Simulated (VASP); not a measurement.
# CO2 (I-42d) in VASP: a series of runs

Runs on CO2. Level: PBE+D3(BJ). Tasks: relaxation of shape and atoms at fixed volume.

All numbers are computed with VASP 6.6.1; they aren't measurements. Logs are shortened: lines on timing, memory, paths and dates and some standing lists are left out, and cuts for length are marked.

## 1. The undisturbed crystal

The structure is tetragonal, space group I-42d (No. 122). Conventional cell: a = 3.552 Å, b = 3.552 Å, c = 5.918 Å, α = 90.00°, β = 90.00°, γ = 90.00°. C (site symmetry -4) is surrounded by 4 O at 1.38 Å. Around O (site symmetry 2) lie 2 C at 1.38 Å.

## 2. Relaxation of shape and atoms at fixed volume, PBE+D3(BJ) (a relaxed cell with its volume scaled by 0.94)

File INCAR:

```
SYSTEM = CO2
ALGO = Fast
EDIFF = 1E-7
EDIFFG = -0.01
ENCUT = 600
GGA = PE
IBRION = 2
ISIF = 4
ISMEAR = 0
IVDW = 12
KPAR = 2
LASPH = .True.
LCHARG = .False.
LREAL = .False.
LWAVE = .False.
NELM = 80
NSW = 40
PREC = Accurate
SIGMA = 0.03
```

File KPOINTS:

```
k-points
0
Gamma
  12 12 12
  0 0 0
```

File POSCAR:

```
CO2                                     
1.0
   -1.9288914478      1.9288914478      2.9270023956
    1.9288914478     -1.9288914478      2.9270023956
    1.9288914478      1.9288914478     -2.9270023956
  C               O             
     2     4
Direct
     0.0000000000000000    0.0000000000000000    0.0000000000000000
     0.7500000000000000    0.2500000000000000    0.5000000000000000
     0.3750000000000000    0.2927352918150434    0.4177352918150434
     0.7072647081849567    0.1250000000000000    0.0822647081849566
     0.8750000000000000    0.9572647081849567    0.5822647081849567
     0.0427352918150434    0.6250000000000000    0.9177352918150433
```

Potentials or basis: VASP PAW PBE potentials, release 64 (C, O).

Launch:

```
cat potpaw_PBE.64/C/POTCAR potpaw_PBE.64/O/POTCAR > POTCAR
mpirun -np 2 vasp_std > vasp.out
```

OUTCAR:

```text
SYSTEM = CO2
   EDIFF = 1E-7
   EDIFFG = -0.01
   ENCUT = 600
   GGA = PE
   IBRION = 2
   ISIF = 4
   ISMEAR = 0
   IVDW = 12
   LASPH = .True.
   LREAL = .False.
   NELM = 80
   NSW = 40
   PREC = Accurate
 IVDW          = 12

 ion  position               nearest neighbor table
   1  0.000  0.000  0.000-   4 1.37   6 1.37   5 1.37   3 1.37
   2  0.750  0.250  0.500-   3 1.37   5 1.37   4 1.37   6 1.37
   3  0.375  0.293  0.418-   2 1.37   1 1.37
   4  0.707  0.125  0.082-   1 1.37   2 1.37
   5  0.875  0.957  0.582-   2 1.37   1 1.37
   6  0.043  0.625  0.918-   1 1.37   2 1.37

  LATTYP: Found a body centered tetragonal cell.
 ALAT       =     3.8577828956
 C/A-ratio  =     1.5174531459

  Lattice vectors:

 A1 = (  -1.9288914478,   1.9288914478,   2.9270023956)
 A2 = (   1.9288914478,  -1.9288914478,   2.9270023956)
 A3 = (   1.9288914478,   1.9288914478,  -2.9270023956)

Analysis of symmetry for initial positions (statically):
=====================================================================
 Subroutine PRICEL returns:
 Original cell was already a primitive cell.

 Routine SETGRP: Setting up the symmetry group for a
 body centered tetragonal supercell.

 Subroutine GETGRP returns: Found  8 space group operations
 (whereof  4 operations were pure point group operations)
 out of a pool of 16 trial point group operations.

The static configuration has the point symmetry S_4 .
 The point group associated with its full space group is D_2d.

Analysis of symmetry for dynamics (positions and initial velocities):
=====================================================================
 Subroutine PRICEL returns:
 Original cell was already a primitive cell.

 Routine SETGRP: Setting up the symmetry group for a
 body centered tetragonal supercell.

 Subroutine GETGRP returns: Found  8 space group operations
 (whereof  4 operations were pure point group operations)
 out of a pool of 16 trial point group operations.

The dynamic configuration has the point symmetry S_4 .
 The point group associated with its full space group is D_2d.

 Subroutine INISYM returns: Found  8 space group operations
 (whereof  4 operations are pure point group operations),
 and found     1 'primitive' translations

----------------------------------------------------------------------------------------

                                     Primitive cell

  volume of cell :      43.5611

  direct lattice vectors                    reciprocal lattice vectors
    -1.928891448  1.928891448  2.927002396     0.000000000  0.259216246  0.170823229
     1.928891448 -1.928891448  2.927002396     0.259216246  0.000000000  0.170823229
     1.928891448  1.928891448 -2.927002396     0.259216246  0.259216246  0.000000000

  length of vectors
[... 80 lines left out ...]
 SYSTEM =  CO2
   PREC   = accura    normal or accurate (medium, high low for compatibility)
   ISTART =      0    job   : 0-new  1-cont  2-samecut
   ICHARG =      2    charge: 1-file 2-atom 10-const
   ISPIN  =      1    spin polarized calculation?
   LNONCOLLINEAR =      F non collinear calculations
   LSORBIT =      F    spin-orbit coupling
   LASPH  =      T    aspherical Exc in radial PAW
   ENCUT  =  600.0 eV  44.10 Ry    6.64 a.u.   7.99  7.99  7.99*2*pi/ulx,y,z
   NELM   =     80;   NELMIN=  2; NELMDL= -5     # of ELM steps
   EDIFF  = 0.1E-06   stopping-criterion for ELM
   LREAL  =      F    real-space projection
   EDIFFG = -.1E-01   stopping-criterion for IOM
   NSW    =     40    number of steps for IOM
   IBRION =      2    ionic relax: 0-MD 1-quasi-New 2-CG
   NFREE  =      1    steps in history (QN), initial steepest desc. (CG)
   ISIF   =      4    stress and relaxation
   ISYM   =      2    0-nonsym 1-usesym 2-fastsym
   POTIM  = 0.5000    time-step for ionic-motion
   TEBEG  =    0.0;   TEEND  =   0.0 temperature during run
   PSTRESS=    0.0 pullay stress
   NELECT =      32.0000    total number of electrons
   NUPDOWN=      -1.0000    fix difference up-down
   EMIN   =  10.00;   EMAX   =-10.00  energy-range for DOS
   EFERMI =   0.00;   METHOD = LEGACY
   ISMEAR =     0;   SIGMA  =   0.03  broadening in eV -4-tet -1-fermi 0-gaus
   EFERMI_NEDOS =   21; number of points for ismear=-14 and -15
   IALGO  =     68    algorithm
   IMIX   =      4    mixing-type and parameters
     AMIX     =   0.40;   BMIX     =  1.00
     AMIX_MAG =   1.60;   BMIX_MAG =  1.00
  volume/ion in A,a.u.               =       7.26        48.99
  Fermi-wavevector in a.u.,A,eV,Ry     =   1.477152  2.791413 29.687626  2.181979
  Thomas-Fermi vector in A             =   2.591591
   LORBIT       =      0    0 simple, 1 ext, 2 COOP (PROOUT), +10 PAW based schemes
   GGA     = PE    functional components
   LHFCALC =     F    Hartree Fock is set to
   AEXX    =    0.0000 exact exchange contribution
   IVDW    =    12    specifies the selected vdW correction
   LEPSILON=     F    determine dielectric tensor
   LRPA    =     F    only Hartree local field effects (RPA)
 conjugate gradient relaxation of ions
 non-spin polarized calculation
 RMM-DIIS sequential band-by-band and
 Gauss-broadening in eV      SIGMA  =   0.03
  energy-cutoff  :      600.00
  volume of cell :       43.56
 maximum number of plane-waves:      1476
   NGX = 15   NGY = 15   NGZ = 15

--------------------------------------- Ionic step        1  -------------------------------------------

 number of electron      32.0000003 magnetization

 Free energy of the ion-electron system (eV)
  ---------------------------------------------------
  ext. energy  EPLUGINS =         0.00000000
  ---------------------------------------------------
  free energy    TOTEN  =       -43.22993473 eV

  energy without entropy =      -43.22993473  energy(sigma->0) =      -43.22993473

------------------------ aborting loop because EDIFF is reached ----------------------------------------

 Edisp (eV)   -0.65226

 E8    (eV) :    -0.1671
[... 167 lines left out ...]
--------------------------------------- Ionic step        5  -------------------------------------------

 number of electron      31.9999998 magnetization

 Free energy of the ion-electron system (eV)
  ---------------------------------------------------
  ext. energy  EPLUGINS =         0.00000000
  ---------------------------------------------------
  free energy    TOTEN  =       -43.30158124 eV

  energy without entropy =      -43.30158124  energy(sigma->0) =      -43.30158124

 E-fermi :   3.1020     XC(G=0): -11.5431

 val. band max:        2.9703512591   @ k =   0.5000   0.0000   0.0000
 cond. band min:      10.6667094982   @ k =   0.0000   0.0000   0.0000
 fundamental gap:      7.6963582391
 Fermi energy:         3.1020242888

 k-point     1 :       0.0000    0.0000    0.0000
  band No.  band energies     occupation
      1     -21.4743      2.00000
      2     -16.1162      2.00000
      3     -16.1162      2.00000
      4     -15.4363      2.00000
      5     -11.5584      2.00000
      6      -6.8321      2.00000
[... 541 lines left out ...]
     19      13.1422      0.00000
     20      13.5268      0.00000

 [... further k-points ...]

------------------------ aborting loop because EDIFF is reached ----------------------------------------

 Edisp (eV)   -0.65355

 E8    (eV) :    -0.1676
[... 29 lines left out ...]
  FREE ENERGIE OF THE ION-ELECTRON SYSTEM (eV)
  ---------------------------------------------------
  free  energy   TOTEN  =       -43.9551272444 eV

  energy  without entropy=      -43.9551272444  energy(sigma->0) =      -43.95512724

 reached required accuracy - stopping structural energy minimisation
```

OSZICAR:

```text
N       E                     dE             d eps       ncg     rms          rms(c)
DAV:   1     0.202185274512E+03    0.20219E+03   -0.21098E+04  6520   0.180E+03
DAV:   2    -0.378830560367E+02   -0.24007E+03   -0.23231E+03  8744   0.369E+02
DAV:   3    -0.462120515334E+02   -0.83290E+01   -0.82993E+01  7820   0.741E+01
[... 55 lines left out ...]
RMM:   5    -0.433015683801E+02   -0.36113E-04   -0.27533E-04  7170   0.121E-01    0.233E-02
RMM:   6    -0.433015807179E+02   -0.12338E-04   -0.34017E-05  6691   0.490E-02    0.694E-03
RMM:   7    -0.433015809316E+02   -0.21370E-06   -0.11134E-05  6998   0.249E-02    0.199E-03
RMM:   8    -0.433015811939E+02   -0.26223E-06   -0.19722E-06  6354   0.106E-02    0.955E-04
RMM:   9    -0.433015812382E+02   -0.44297E-07   -0.49091E-07  4795   0.515E-03
   5 F= -.43955127E+02 E0= -.43955127E+02  d E =-.805225E-02
```

It took 3.4 min on 2 MPI ranks of Intel Xeon Platinum 8375C at 2.90GHz (Ice Lake), shared host; peak memory 0.28 GiB.

Results:

```yaml
Free_energy: -43.9551 eV
Energy_gained_by_relaxing: 12.2 meV/atom
Ionic_steps: 5
Pressure_after_relaxing: 9.8 GPa
Largest_force_after_relaxing: 0.008 eV/Å
Band_gap_on_the_k_mesh: 7.70 eV, indirect (least direct gap 8.03 eV)
Dispersion_energy_per_atom: -0.109 eV
```

Forces on the atoms (eV/Å):
```
C    0.000  0.000  0.000
C    0.000  0.000  0.000
O    0.008  0.000  0.000
O    0.000 -0.008  0.000
O   -0.008  0.000  0.000
O    0.000  0.008  0.000
```

Stress tensor (GPa, compression positive):
```
9.85 0.00 0.00
0.00 9.85 0.00
0.00 0.00 9.77
```

Step by step:
| step | energy change (eV) | largest force (eV/Å) | pressure (GPa) |
| --- | --- | --- | --- |
| 1 | 0.0000 | 0.9382 | 18.65 |
| 2 | -0.0583 | 0.2854 | 8.33 |
| 3 | -0.0649 | 0.0111 | 10.73 |
| 4 | -0.0685 | 0.0103 | 10.50 |
| 5 | -0.0729 | 0.0082 | 9.82 |

Final structure:
```yaml
crystal:
  lattice:
    - [-1.91358, 1.91358, 2.97404]
    - [1.91358, -1.91358, 2.97404]
    - [1.91358, 1.91358, -2.97404]
  atoms:
    - { symbol: C, position: [0.00000, 0.00000, 0.00000] }
    - { symbol: C, position: [0.75000, 0.25000, 0.50000] }
    - { symbol: O, position: [0.37500, 0.30322, 0.42822] }
    - { symbol: O, position: [0.69678, 0.12500, 0.07178] }
    - { symbol: O, position: [0.87500, 0.94678, 0.57178] }
    - { symbol: O, position: [0.05322, 0.62500, 0.92822] }
```

Levels at points of the mesh, in eV from the valence-band top:
```csv
k point,band 14,band 15,band 16,band 17,band 18,band 19
"(0.00, 0.00, 0.00)",-0.75,-0.75,-0.33,7.70,9.69,9.69
"(0.50, 0.00, 0.00)",-1.43,-0.39,0.00,8.55,9.85,10.15
"(0.50, 0.50, 0.00)",-0.60,-0.55,-0.55,9.30,9.30,10.20
"(0.50, 0.50, 0.50)",-2.88,-0.05,-0.05,8.88,8.88,11.07
```

A k mesh can miss the band edges.

## 3. Relaxation of shape and atoms at fixed volume, PBE+D3(BJ) (a relaxed cell with its volume scaled by 0.96)

INCAR is that of step 2.

KPOINTS is that of step 2.

Edit POSCAR of step 2 so:

```diff
@@ -2,5 +2,5 @@
 1.0
-   -1.9288914478      1.9288914478      2.9270023956
-    1.9288914478     -1.9288914478      2.9270023956
-    1.9288914478      1.9288914478     -2.9270023956
+   -1.9424756379      1.9424756379      2.9476157677
+    1.9424756379     -1.9424756379      2.9476157677
+    1.9424756379      1.9424756379     -2.9476157677
   C               O
```

Potentials or basis: VASP PAW PBE potentials, release 64 (C, O).

Launch:

```
cat potpaw_PBE.64/C/POTCAR potpaw_PBE.64/O/POTCAR > POTCAR
mpirun -np 2 vasp_std > vasp.out
```

It took 3.8 min on 2 MPI ranks of Intel Xeon Platinum 8375C at 2.90GHz (Ice Lake), shared host; peak memory 0.29 GiB.

Results (log left out):

```yaml
Free_energy: -44.0070 eV
Energy_gained_by_relaxing: 5.2 meV/atom
Ionic_steps: 5
Pressure_after_relaxing: 6.2 GPa
Largest_force_after_relaxing: 0.004 eV/Å
Band_gap_on_the_k_mesh: 7.69 eV, indirect (least direct gap 8.05 eV)
Dispersion_energy_per_atom: -0.106 eV
```

Forces in eV/Å, atoms in the order of the input:
```
C    0.000  0.000  0.000
C    0.000  0.000  0.000
O    0.004  0.000  0.000
O    0.000 -0.004  0.000
O   -0.004  0.000  0.000
O    0.000  0.004  0.000
```

Step by step:
| step | energy change (eV) | largest force (eV/Å) | pressure (GPa) |
| --- | --- | --- | --- |
| 1 | 0.0000 | 0.6001 | 11.77 |
| 2 | -0.0258 | 0.1492 | 5.54 |
| 3 | -0.0277 | 0.0073 | 6.80 |
| 4 | -0.0294 | 0.0061 | 6.65 |
| 5 | -0.0312 | 0.0037 | 6.22 |

Final structure:
```cif
data_structure
_symmetry_space_group_name_H-M 'P 1'
_symmetry_Int_Tables_number 1
_cell_length_a 4.0420
_cell_length_b 4.0420
_cell_length_c 4.0420
_cell_angle_alpha 122.876
_cell_angle_beta 122.876
_cell_angle_gamma 85.087
_cell_volume 44.49
loop_
_atom_site_label
_atom_site_type_symbol
_atom_site_fract_x
_atom_site_fract_y
_atom_site_fract_z
_atom_site_occupancy
C1 C 0.00000 0.00000 0.00000 1
C2 C 0.75000 0.25000 0.50000 1
O1 O 0.37500 0.29968 0.42468 1
O2 O 0.70032 0.12500 0.07532 1
O3 O 0.87500 0.95032 0.57532 1
O4 O 0.04968 0.62500 0.92468 1
```

Levels at points of the mesh, in eV from the valence-band top:
```tsv
k point	band 12	band 13	band 14	band 15	band 16	band 17	band 18	band 19	band 20
(0.00, 0.00, 0.00)	-1.38	-1.38	-0.78	-0.78	-0.36	7.69	9.55	9.55	9.57
(0.50, 0.00, 0.00)	-2.45	-1.69	-1.41	-0.40	0.00	8.45	9.73	9.96	10.42
(0.50, 0.50, 0.00)	-2.68	-0.58	-0.58	-0.57	-0.57	9.17	9.17	10.09	10.09
(0.50, 0.50, 0.50)	-3.09	-2.87	-2.87	-0.04	-0.04	8.87	8.87	10.96	10.96
```
